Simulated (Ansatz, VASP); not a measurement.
**CsBr: VASP beside Ansatz**

```
Cs Br
1.0
     4.31960    0.00000    0.00000
     0.00000    4.31960    0.00000
     0.00000    0.00000    4.31960
Cs Br
1 1
Direct
  0.00000 0.00000 0.00000
  0.50000 0.50000 0.50000
```

Alike in both runs: task single point; functional HSE06; k mesh 4 × 4 × 4; no spin polarisation.

```csv
,VASP,Ansatz
version,VASP 6.6.1,Ansatz 0.2.0
potentials or method,"VASP PAW PBE potentials, release 64 (Cs_sv, Br)","plane waves, PAW"
plane-wave cutoff (eV),520,420
occupations,"gaussian, width 0.01 eV",fixed
valence electrons in the cell,16,16
```

```tsv
	VASP	Ansatz	Ansatz less VASP
gap on the k mesh at the Fermi level (eV)	5.60	5.61	+0.014
pressure (GPa)	0.4	0.4	+0.01
```

Ansatz warned: «stress_exchange_threshold_loose».

Caveats: the PAW data sets were made with another functional, which shifts forces and pressure a little (VASP); spin-orbit coupling is left out, which moves the levels of the heavy elements.
